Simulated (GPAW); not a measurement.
**Nb in GPAW: convergence with smearing width (eV)**

Input of the first run (smearing width (eV) 0.5); the others differ in this setting and in those tied to it:

Contents of run.py:

```python
from ase.dft.bandgap import bandgap
from ase.io import read, write
from ase.units import GPa
from gpaw import GPAW, PW

atoms = read('Nb.xyz')

calc = GPAW(mode=PW(600),
            xc='MGGA_X_R2SCAN+MGGA_C_R2SCAN',
            kpts={'size': (10, 10, 10), 'gamma': True},
            occupations={'name': 'methfessel-paxton', 'width': 0.5, 'order': 1},
            nbands=15,
            convergence={'density': 1e-05, 'energy': 1e-05},
            maxiter=100,
            txt='gpaw.txt')
atoms.calc = calc
energy = atoms.get_potential_energy()
forces = atoms.get_forces()
stress = atoms.get_stress()
calc.write('gs.gpw')
write('result.traj', atoms)
print(f'Energy: {energy:.6f} eV')
print('Forces (eV/A):')
print(forces.round(4))
print('Stress (GPa):', (stress / GPa).round(3))
print('Fermi level:', round(calc.get_fermi_level(), 4), 'eV')
print(f'Gap: {bandgap(calc)[0]:.4f} eV, direct: {bandgap(calc, direct=True)[0]:.4f} eV')
```

Contents of Nb.xyz:

```xyz
1
Lattice="2.7196400000 0.0000000000 0.0000000000 0.0000000000 2.7196400000 0.0000000000 0.0000000000 0.0000000000 2.7196400000" Properties=species:S:1:pos:R:3 pbc="T T T"
Nb     1.3598200000      1.3598200000      1.3598200000
```

Potentials or basis: GPAW PAW data sets (gpaw-data 1.2.1), pw.

The run is started by

```console
$ OMP_NUM_THREADS=1 python run.py
```

The cell was built by a generator and needn't be a form met in nature.

Hardware: 1 thread of Arm Neoverse V1, on a shared host.

**Question.** The values tried are 0.5, 0.3, 0.2, 0.15, 0.1, 0.05, 0.025, 0.01, loosest first. From which on does the pressure stay within 0.1 GPa of the tightest run that finished?

**Answer.** From 0.05 on.

```
smearing width (eV)  energy less the tightest run, at zero smearing (meV/atom)  pressure (GPa)  SCF cycles  CPU time (s)  peak memory (GiB)
                0.5                                                      -5.81           -0.46          10            23               0.22
                0.3                                                      -2.00           -0.50          10            23               0.22
                0.2                                                      -1.11           -0.46          10            23               0.22
               0.15                                                      -1.00           -0.38          10            23               0.22
                0.1                                                      -0.73           -0.28          10            23               0.22
               0.05                                                      -0.12           -0.12          11            24               0.22
              0.025                                                      -0.10           -0.15          11            25               0.22
               0.01                                                       0.00           -0.17          11            26               0.22
```

Against the tightest run, the energy stays within 1 meV/atom from 0.1 on. Narrower smearing needs a denser k mesh, so at a fixed mesh the narrowest width isn't the most accurate. The tightest run that finished is the yardstick and may itself not be fully converged.

Caveat, for the tightest run too: this smearing can pin the Fermi level at a band edge; the PAW data sets were made with another functional, which shifts forces and pressure a little.
